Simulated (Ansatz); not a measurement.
**HfO2: symmetry broken, then relaxed**

This session takes HfO2 and sets out to disturb the structure and relax it again.

Program: Ansatz 0.2.0. Level of theory: DFT PBE, scalar-relativistic, plane waves, PAW. These are calculated values, not measurements.

2 further runs of the same task are left out: 2 set aside as unsound or not needed.

**1. Starting point**

The structure is tetragonal, space group P4_2/nmc (No. 137). The conventional cell has a = 3.604 Å, b = 3.604 Å, c = 5.264 Å, α = 90.00°, β = 90.00°, γ = 90.00°. Around Hf (site symmetry -4m2) lie 4 O at 2.07 Å. O (site symmetry 2mm) has 2 Hf at 2.07 Å as nearest neighbours.

Structure file:

```xyz
6
Lattice="3.6043 0.0000 0.0000 0.0000 3.6043 0.0000 0.0000 0.0000 5.2640" Properties=species:S:1:pos:R:3 pbc="T T T"
Hf    1.8022    1.8022    2.6320
Hf    0.0000    0.0000    0.0000
O     0.0000    1.8022    3.6493
O     1.8022    0.0000    4.2467
O     1.8022    0.0000    1.6147
O     0.0000    1.8022    1.0173
```

It goes back to an entry of the Materials Project, which need not be the stable form.

It is the result of an earlier relaxation at this level (volume 11.40 Å³/atom; gap on the mesh: 4.67 eV).

**2. Zero of energy**

Reference values: F = -33723.0398 eV; pressure 0.02 GPa; largest force 0.000 eV/Å; gap on the mesh 4.67 eV. It was computed beforehand with the settings of the runs below.

**3. The disturbance**

All atoms moved at random, sigma 0.1 Å a component. Displacements in the unstrained cell, with the mean shift removed:

```
atom  ux (Å)  uy (Å)  uz (Å)
 Hf1   0.005  -0.043   0.034
 Hf2   0.017  -0.016   0.131
  O3   0.005  -0.034  -0.026
  O4   0.078   0.040   0.000
  O5  -0.084  -0.031  -0.028
  O6  -0.021   0.084  -0.111
```

**4. Single point of the disturbed structure**

Input file input.yaml:

```yaml
crystal:
  lattice:
    - [3.6043047997, 0.0, 0.0]
    - [0.0, 3.6043047997, 0.0]
    - [0.0, 0.0, 5.2639671207]
  atoms:
    - { symbol: Hf, position: [0.5014255258, 0.488186296, 0.5064390834] }
    - { symbol: Hf, position: [0.0046890448, -0.0043950991, 0.0248215729] }
    - { symbol: O, position: [0.0014480023, 0.4907050728, 0.6884058231] }
    - { symbol: O, position: [0.5216170349, 0.0110111566, 0.8067817465] }
    - { symbol: O, position: [0.4766156395, -0.0087178688, 0.3014156097] }
    - { symbol: O, position: [-0.0057952472, 0.5232104425, 0.1721361644] }
basis:
  ecutwfc: 420
kpoints:
  mp_grid: { grid: [6, 6, 4] }
hamiltonian:
  xc: pbe
scf:
  occupations: { method: gaussian, width: 0.05 }
output:
  forces: true
  stress: true
  eigenvalues: true
```

Started as:

```
$ ansatz run input.yaml --threads 1 --pin off --max-ram 2560MiB --backend cpu --events-out ev --progress --plain --runs-dir out
```

Further runs follow: relaxing from there.

Q: Predict the outcome of this session. Wanted: end of the relaxation, from the reference; final space group.

**Answer**, as computed:

| quantity | value |
| --- | --- |
| cost of the disturbance | 90.7 meV/atom |
| end of the relaxation, from the reference | +0.0 meV/atom |
| final space group | Aea2 (tolerance 0.05 Å; reference P4_2/nmc) |

**Reading.** The relaxation returns to the undisturbed structure, within 1.5 meV/atom: a sign of a true local minimum against this disturbance. These runs have no spin-orbit coupling; with Hf it would split and shift bands.
